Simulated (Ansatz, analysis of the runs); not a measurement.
# A defect in a wire: (4,0) C nanotube, N in place of one C, part 2 of 2

Wanted: the relaxed defect and the transmission past it, beside the channels of the perfect wire.

Ansatz 0.2.0; DFT PBE, plane waves, PAW; relaxation of a wire's period (the session's first sound run).

So far, conductance of the lead as this run defines it (G₀): step 3 (the perfect wire) 3.00.

## 5. The open system

This step: DFT PBE, plane waves, PAW; transmission of a junction in a wire (Ansatz 0.2.0).

The cell is now read as a scatterer between two semi-infinite leads, named by two sites one period apart. The scattering states in its self-consistent potential are matched to the leads' states at each energy. One point across is taken, as for a wire in vacuum.

input.yaml

```yaml
crystal:
  lattice:
    - [9.932, 0.0, 0.0]
    - [0.0, 9.932, 0.0]
    - [0.0, 0.0, 29.5143822369]
  atoms:
    - { symbol: C, position: [0.3301927751, 0.499977252, 0.00029528] }
    - { symbol: C, position: [0.4999772516, 0.669761728, 0.00029528] }
    - { symbol: C, position: [0.4999772516, 0.330192775, 0.00029528] }
    - { symbol: C, position: [0.6697617281, 0.499977252, 0.00029528] }
    - { symbol: C, position: [0.3301927751, 0.499977252, 0.047323768] }
    - { symbol: C, position: [0.4999772516, 0.669761728, 0.047323768] }
    - { symbol: C, position: [0.4999772516, 0.330192775, 0.047323768] }
    - { symbol: C, position: [0.6697617281, 0.499977252, 0.047323768] }
    - { symbol: C, position: [0.3799061101, 0.620048393, 0.071729675] }
    - { symbol: C, position: [0.3799061101, 0.37990611, 0.071729675] }
    - { symbol: C, position: [0.6200483931, 0.620048393, 0.071729675] }
    - { symbol: C, position: [0.6200483931, 0.37990611, 0.071729675] }
    - { symbol: C, position: [0.3799061101, 0.620048393, 0.118746516] }
    - { symbol: C, position: [0.3799061101, 0.37990611, 0.118746516] }
    - { symbol: C, position: [0.6200483931, 0.620048393, 0.118746516] }
    - { symbol: C, position: [0.6200483931, 0.37990611, 0.118746516] }
    - { symbol: C, position: [0.3301927751, 0.499977252, 0.143152422] }
    - { symbol: C, position: [0.4999772516, 0.669761728, 0.143152422] }
    - { symbol: C, position: [0.4999772516, 0.330192775, 0.143152422] }
    - { symbol: C, position: [0.6697617281, 0.499977252, 0.143152422] }
    - { symbol: C, position: [0.3301927751, 0.499977252, 0.190180911] }
    - { symbol: C, position: [0.4999772516, 0.669761728, 0.190180911] }
    - { symbol: C, position: [0.4999772516, 0.330192775, 0.190180911] }
    - { symbol: C, position: [0.6697617281, 0.499977252, 0.190180911] }
    - { symbol: C, position: [0.3799061101, 0.620048393, 0.214586818] }
    - { symbol: C, position: [0.3799061101, 0.37990611, 0.214586818] }
    - { symbol: C, position: [0.6200483931, 0.620048393, 0.214586818] }
    - { symbol: C, position: [0.6200483931, 0.37990611, 0.214586818] }
    - { symbol: C, position: [0.3799061101, 0.620048393, 0.261603659] }
    - { symbol: C, position: [0.3799061101, 0.37990611, 0.261603659] }
[... 23 lines left out ...]
    - { symbol: "N", position: [0.4999772516, 0.6638893136, 0.4762165291] }
[... 50 lines left out ...]
    - { symbol: C, position: [0.3799061101, 0.620048393, 0.928872532] }
    - { symbol: C, position: [0.3799061101, 0.37990611, 0.928872532] }
    - { symbol: C, position: [0.6200483931, 0.620048393, 0.928872532] }
    - { symbol: C, position: [0.6200483931, 0.37990611, 0.928872532] }
    - { symbol: C, position: [0.3799061101, 0.620048393, 0.975889373] }
    - { symbol: C, position: [0.3799061101, 0.37990611, 0.975889373] }
    - { symbol: C, position: [0.6200483931, 0.620048393, 0.975889373] }
    - { symbol: C, position: [0.6200483931, 0.37990611, 0.975889373] }
kpoints:
  mp_grid: { grid: [1, 1, 3] }
scf:
  occupations: { method: fermi_dirac, width: 0.05 }
hamiltonian:
  xc: pbe
output:
  transmission:
    e_range: [-1.26, 1.26]
    de: 0.035
    kmesh: [1, 1]
    reduced_basis: true
    leads: [[96, 0]]
  dos: { projected: true, e_range: [-4, 3] }
  write_potential: true
  write_density: true
  volumetric_format: npy
  elf: true
basis:
  ecutwfc: "350 eV"
```

On the command line:

```
$ ansatz run input.yaml --threads 4 --pin off --max-ram 16384MiB --backend cpu --events-out ev --progress --plain --runs-dir out
```

Wall time 20 min (4 threads of Arm Neoverse V1, shared host); peak memory 6.3 GiB; 74 min of CPU time.

This step gave:

```
energy at zero smearing                                      : -28152.5805 eV
transmission at the energy nearest the Fermi level, one spin : 2.871
step of the lead's Hamiltonian                               : 31.5 meV
conductance of the junction                                  : 2.871 G₀
```

The transmission, one spin by energy, zero at the Fermi level:

energy (eV), transmission, one spin and a bar from the least value:
```
    -1.26       1.26 ####
    -1.23       1.69 #########
    -1.19       1.21 ####
    -1.08       2.37 ################
    -1.01       2.66 ###################
    -0.91       2.87 #####################
    -0.84       2.91 #####################
    -0.73       2.90 #####################
    -0.67       3.77 ##############################
    -0.56       3.55 ############################
    -0.49       3.37 ##########################
    -0.39       3.08 #######################
    -0.32       2.95 ######################
    -0.21       2.91 #####################
    -0.14       2.89 #####################
    -0.04       2.88 #####################
     0.00       2.87 #####################
     0.04       2.87 #####################
     0.14       2.85 #####################
     0.21       2.84 ####################
     0.32       2.82 ####################
     0.39       2.80 ####################
     0.49       2.73 ###################
     0.56       2.57 ##################
     0.67       0.96 #
     0.73       0.94 #
     0.84       0.86 
     0.91       0.98 #
     1.01       2.60 ##################
     1.08       2.70 ###################
     1.19       2.75 ###################
     1.26       2.76 ####################
```

Table of open channels of the lead, one spin by energy, zero at the Fermi level:

| energy (eV) | open channels of the lead, one spin |
| --- | --- |
| -1.26 | 2 |
| -1.19 | 3 |
| -1.12 | 3 |
| -1.05 | 3 |
| -0.98 | 3 |
| -0.91 | 3 |
| -0.84 | 3 |
| -0.77 | 3 |
| -0.70 | 5 |
| -0.63 | 5 |
| -0.59 | 5 |
| -0.53 | 5 |
| -0.46 | 5 |
| -0.39 | 5 |
| -0.32 | 4 |
| -0.24 | 3 |
| -0.17 | 3 |
| -0.10 | 3 |
| -0.04 | 3 |
| 0.00 | 3 |
| 0.04 | 3 |
| 0.10 | 3 |
| 0.17 | 3 |
| 0.24 | 3 |
| 0.32 | 3 |
| 0.39 | 3 |
| 0.46 | 3 |
| 0.53 | 3 |
| 0.59 | 3 |
| 0.63 | 1 |
| 0.70 | 1 |
| 0.77 | 1 |
| 0.84 | 1 |
| 0.91 | 1 |
| 0.98 | 3 |
| 1.05 | 3 |
| 1.12 | 3 |
| 1.19 | 3 |
| 1.26 | 3 |

Projected DOS an atom over height of the atomic layer and energy from the Fermi level.  broadened by a Gaussian of 0.15 eV, since few k-points sample the long cell.

Values in states/eV, 12 rows by 16 columns, each cell a mean:
```
0.109 0.110 0.110 0.115 0.110 0.110 0.111 0.116 0.115 0.110 0.115 0.107 0.114 0.110 0.114 0.112
0.098 0.100 0.101 0.107 0.096 0.104 0.101 0.108 0.100 0.092 0.098 0.093 0.095 0.097 0.094 0.095
0.110 0.108 0.109 0.105 0.107 0.110 0.106 0.115 0.117 0.111 0.113 0.114 0.108 0.112 0.113 0.113
0.226 0.232 0.218 0.210 0.202 0.173 0.143 0.131 0.140 0.168 0.218 0.221 0.219 0.225 0.221 0.230
0.471 0.476 0.477 0.483 0.497 0.497 0.430 0.180 0.413 0.498 0.483 0.478 0.481 0.478 0.473 0.478
0.158 0.151 0.162 0.156 0.160 0.184 0.249 0.326 0.318 0.196 0.152 0.158 0.165 0.152 0.163 0.151
0.114 0.108 0.110 0.115 0.097 0.108 0.120 0.235 0.104 0.096 0.101 0.106 0.097 0.108 0.108 0.105
0.184 0.191 0.188 0.196 0.189 0.168 0.161 0.161 0.151 0.159 0.187 0.189 0.199 0.193 0.190 0.191
0.248 0.241 0.243 0.231 0.257 0.233 0.224 0.192 0.206 0.230 0.249 0.248 0.240 0.237 0.242 0.242
0.480 0.482 0.477 0.465 0.435 0.424 0.369 0.264 0.309 0.409 0.431 0.455 0.465 0.482 0.482 0.482
0.286 0.284 0.289 0.311 0.326 0.375 0.381 0.383 0.390 0.395 0.347 0.308 0.302 0.283 0.288 0.283
0.107 0.116 0.106 0.102 0.131 0.126 0.165 0.236 0.177 0.140 0.127 0.120 0.100 0.114 0.108 0.109
```
Columns: height of the atomic layer (Å) from 0.00872 to 28.8 (not evenly spaced); rows upwards: energy from the Fermi level (eV) from -3.98 to 1.47.

ELF in the cb plane at fractional x = 0.500, with atoms of C and N within 0.2 Å of it. It is the smooth field of the valence electrons, not physical close to the nuclei.

Values, 13 rows by 16 columns, each cell a mean:
```
0.00 0.00 0.01 0.01 0.00 0.00 0.00 0.00 0.00 0.00 0.00 0.01 0.01 0.00 0.00 0.01
0.05 0.02 0.14 0.16 0.10 0.00 0.05 0.04 0.06 0.00 0.11 0.17 0.14 0.02 0.06 0.17
0.27 0.12 0.55 0.56 0.43 0.03 0.38 0.35 0.52 0.04 0.45 0.57 0.55 0.10 0.29 0.58
0.43 0.24 0.60 0.74 0.55 0.10 0.59 0.71 0.76 0.12 0.57 0.75 0.60 0.22 0.45 0.66
0.38 0.23 0.41 0.68 0.42 0.12 0.38 0.70 0.46 0.11 0.41 0.69 0.40 0.21 0.38 0.54
0.17 0.10 0.32 0.36 0.24 0.07 0.33 0.35 0.30 0.06 0.25 0.37 0.32 0.09 0.17 0.34
0.03 0.03 0.04 0.03 0.04 0.03 0.04 0.03 0.04 0.03 0.04 0.03 0.04 0.03 0.04 0.04
0.24 0.14 0.43 0.51 0.31 0.08 0.37 0.48 0.35 0.08 0.31 0.50 0.43 0.13 0.25 0.49
0.39 0.25 0.37 0.64 0.41 0.14 0.37 0.75 0.38 0.13 0.41 0.65 0.36 0.24 0.39 0.49
0.42 0.24 0.67 0.76 0.56 0.12 0.63 0.77 0.62 0.11 0.56 0.75 0.67 0.23 0.43 0.71
0.21 0.09 0.46 0.50 0.33 0.04 0.43 0.47 0.43 0.04 0.32 0.47 0.47 0.09 0.21 0.46
0.03 0.01 0.10 0.13 0.06 0.00 0.08 0.11 0.08 0.00 0.05 0.11 0.10 0.01 0.03 0.10
0.00 0.00 0.00 0.00 0.00 0.00 0.00 0.00 0.00 0.00 0.00 0.00 0.00 0.00 0.00 0.00
```
Columns run along c (16.0 Å, from fractional 0.20 to 0.75 of the cell), rows up along b (9.9 Å). Atoms in or near the plane, at fractional coordinates: C at (0.29, 0.67), C at (0.29, 0.33), C at (0.33, 0.67), C at (0.33, 0.33), C at (0.43, 0.66), C at (0.43, 0.32), N at (0.48, 0.66), C at (0.48, 0.32), C at (0.57, 0.67), C at (0.57, 0.33), C at (0.62, 0.67), C at (0.62, 0.33), C at (0.71, 0.67), C at (0.71, 0.33).

Valence density in the cb plane at fractional x = 0.500, with atoms of C and N within 0.2 Å of it. It is the smooth field of the valence electrons, not physical close to the nuclei.

Ten even steps from '0' (0.0 e/Å³) to '9' (3.6 e/Å³), each cell a mean:
```
00000000000000000000000000000000000000000000
00000000000000000000000000000000000000000000
00000000000000000000000000000000000000000000
00000000000000000000000000000000000000000000
00000000000000000000000000000000000000000000
00000000000000000000001000000000000000000010
20000123323210000122235310001233232100001233
31001345555421001344589720002445554310013455
31001244444421001344579620012444444310013444
10000111111110001122123210001121111100001111
00000000000000000000000000000000000000000000
00000000000000000000000000000000000000000000
00000000000000000000000000000000000000000000
00000000000000000000000000000000000000000000
21001223222210001222222210001222223210012332
31001345555421001445554420002445554310013455
31000244444420001344454310002344444310012444
10000112122110000122222100000122121100001111
00000000000000000000000000000000000000000000
00000000000000000000000000000000000000000000
00000000000000000000000000000000000000000000
00000000000000000000000000000000000000000000
00000000000000000000000000000000000000000000
00000000000000000000000000000000000000000000
```
Columns run along c (16.0 Å, from fractional 0.20 to 0.75 of the cell), rows up along b (9.9 Å). Atoms in or near the plane, at fractional coordinates: C at (0.29, 0.67), C at (0.29, 0.33), C at (0.33, 0.67), C at (0.33, 0.33), C at (0.43, 0.66), C at (0.43, 0.32), N at (0.48, 0.66), C at (0.48, 0.32), C at (0.57, 0.67), C at (0.57, 0.33), C at (0.62, 0.67), C at (0.62, 0.33), C at (0.71, 0.67), C at (0.71, 0.33).

Electrostatic potential energy in the cb plane at fractional x = 0.500, with atoms of C and N within 0.2 Å of it. With pseudopotentials it is smooth inside the atoms' cores, unlike the true potential.

Ten even steps from '0' (-64 eV) to '9' (4 eV), each cell a mean:
```
99999999999999999999999999999999999999999999
99999999999999999999999999999999999999999999
99999999999999999999999999999999999999999999
99999999999999999999999999999999999999999999
99999999999999999999999999999999999999999999
99999988998999999999999999999989998999999889
68999744774479999756764689998546744799997447
38998500340058998301420179996003500489984004
58998611551168998401530279987214611589985126
89999877887789999767876789998778877899998778
99999999999999999999999999999999999999999999
99999999999999999999999999999999999999999999
99999999999999999999999999999999999999999999
99999999999999999999999999999999999999999899
78999755775589998756875789998657855789997557
38998500440068998301520279996102500489984004
48998611540169998301520279997203610489985115
89999877886789999767875789998767876899998778
99999999999999999999999999999999999999999999
99999999999999999999999999999999999999999999
99999999999999999999999999999999999999999999
99999999999999999999999999999999999999999999
99999999999999999999999999999999999999999999
99999999999999999999999999999999999999999999
```
Columns run along c (16.0 Å, from fractional 0.20 to 0.75 of the cell; values clipped at the 3rd and 97th percentile), rows up along b (9.9 Å). Atoms in or near the plane, at fractional coordinates: C at (0.29, 0.67), C at (0.29, 0.33), C at (0.33, 0.67), C at (0.33, 0.33), C at (0.43, 0.66), C at (0.43, 0.32), N at (0.48, 0.66), C at (0.48, 0.32), C at (0.57, 0.67), C at (0.57, 0.33), C at (0.62, 0.67), C at (0.62, 0.33), C at (0.71, 0.67), C at (0.71, 0.33).

By hand: the program gives 2.2550 × 10^14 S/m² over the cell's cross-section of 98.64 Å² = 9.864 × 10^-19 m², so one cell conducts 2.224 × 10^-4 S. Divided by G0 = 2e²/h = 7.748 × 10^-5 S this is 2.87 G0, a resistance of 4.50 kΩ.

The conductance is 2.87 G₀, with 3 channels a spin open in the lead. The lead's Hamiltonian steps by 31.5 meV, which the program calls too much for a lead.

## 6. Conductance and thermopower from T(E)

This step: Landauer integrals over the computed T(E), interpolated linearly between its energies (analysis of the runs above).

Conductance and thermopower are moments of T(E) over the thermal window; sliding the window along E stands for a gate that leaves T(E) rigid.

Numbers from this step:

```yaml
conductance_at_300_k_interpolated_from_t_e: 2.871 G₀
thermopower_at_300_k: 0.3546 μV/K
lorenz_number_over_l0: 0.9996
```

T(E) held rigid; rough near sharp steps of T(E). The conductance at 300 K by shift of the leads' level:

```
shift of the leads' level (eV)  conductance at 300 K (G₀)
                        -0.900                       2.86
                        -0.850                       2.91
                        -0.800                       2.95
                        -0.750                       3.11
                        -0.700                       3.45
                        -0.650                       3.64
                        -0.600                       3.62
                        -0.550                       3.52
                        -0.500                       3.40
                        -0.450                       3.27
                        -0.400                       3.14
                        -0.350                       3.04
                        -0.300                       2.96
                        -0.250                       2.92
                        -0.200                       2.91
                        -0.150                       2.89
                        -0.100                       2.89
                        -0.050                       2.88
                         0.000                       2.87
                         0.050                       2.86
                         0.100                       2.86
                         0.150                       2.85
                         0.200                       2.84
                         0.250                       2.83
                         0.300                       2.82
                         0.350                       2.81
                         0.400                       2.79
                         0.450                       2.75
                         0.500                       2.67
                         0.550                       2.44
                         0.600                       1.88
                         0.650                       1.24
                         0.700                      0.999
                         0.750                      0.932
                         0.800                      0.858
                         0.850                      0.739
                         0.900                       1.06
```

T(E) held rigid; rough near sharp steps of T(E). Thermopower at 300 K against shift of the leads' level:

shift of the leads' level (eV), thermopower at 300 K (μV/K) and a bar from the least value:
```
   -0.900       -2.9 ##################
   -0.800       -4.6 ##################
   -0.750      -11.7 ################
   -0.650       -2.7 ##################
   -0.550        4.5 ####################
   -0.450        5.7 ####################
   -0.400        5.3 ####################
   -0.300        2.9 ###################
   -0.200        0.7 ###################
   -0.150        0.5 ###################
   -0.050        0.4 ###################
    0.050        0.3 ###################
    0.150        0.4 ###################
    0.200        0.4 ###################
    0.300        0.6 ###################
    0.400        1.6 ###################
    0.450        3.3 ####################
    0.550       22.6 ########################
    0.650       50.9 ##############################
    0.750       10.7 #####################
    0.800       15.2 ######################
    0.900      -85.1
```

The two levels move by half the bias each and T(E) is held rigid. Table of current from the zero-bias T(E) by bias:

| bias (V) | current from the zero-bias T(E) (μA) |
| --- | --- |
| 0.000 | 0 |
| 0.100 | 22.2 |
| 0.200 | 44.5 |
| 0.300 | 66.7 |
| 0.400 | 89.0 |
| 0.500 | 111 |
| 0.600 | 134 |
| 0.700 | 156 |
| 0.800 | 179 |
| 0.900 | 202 |
| 1.000 | 226 |
| 1.100 | 249 |
| 1.200 | 271 |
| 1.300 | 291 |
| 1.400 | 309 |
| 1.500 | 326 |
| 1.600 | 341 |
| 1.700 | 355 |
| 1.800 | 370 |
| 1.900 | 387 |

By hand, Mott's formula: S = −(π²k²T/3e) d ln T/dE, and π²k²T/3e = 7.33 μV/K × eV at 300 K. The computed T is 2.88 at -0.070 eV and 2.86 at +0.070 eV, so d ln T/dE ≈ -0.0478 per eV and S ≈ 0.350 μV/K, against 0.355 from the integrals.

The thermopower is 0.355 μV/K. The Lorenz ratio is 1.00, where the Wiedemann-Franz law gives 1. Moving the level by up to 0.1 eV either way gives 0.34 to 0.43 μV/K.

## 7. Results

| Property | Result |
| --- | --- |
| conductance of the perfect wire | 3.00 G₀ |
| conductance, N in place of one C | 2.87 G₀ |
| thermopower, N in place of one C | 0.355 μV/K |

In words: Summed over the computed window, 84 % of the lead's open channels pass the defect; the conductance at 300 K is 2.87 G₀. With N in place of one C, 96 % of the conductance of that run's own lead (3.00 G₀) is left, so it scatters little at the Fermi level. Transport is coherent and elastic here: the atoms are frozen, so scattering by vibrations plays no part. In 1 run the program finds the step of the lead's Hamiltonian too large, so longer leads may change the transmission. A cutoff under the files' recommended one was taken to save time; its effect on T(E) was not tested here. A cell with an odd number of electrons ran without spin; a level of the scatterer near the Fermi level could split if spin were allowed.

[Logs are printed without paths, hosts, clocks, repeated set-up lines and the standing remarks that a program may print on its own settings, such as how far it seeks lower states.]

[Hosts, paths, dates, database ids (printed as entryN), source tags and the programs' standing remarks are cut or masked in the printed files.]
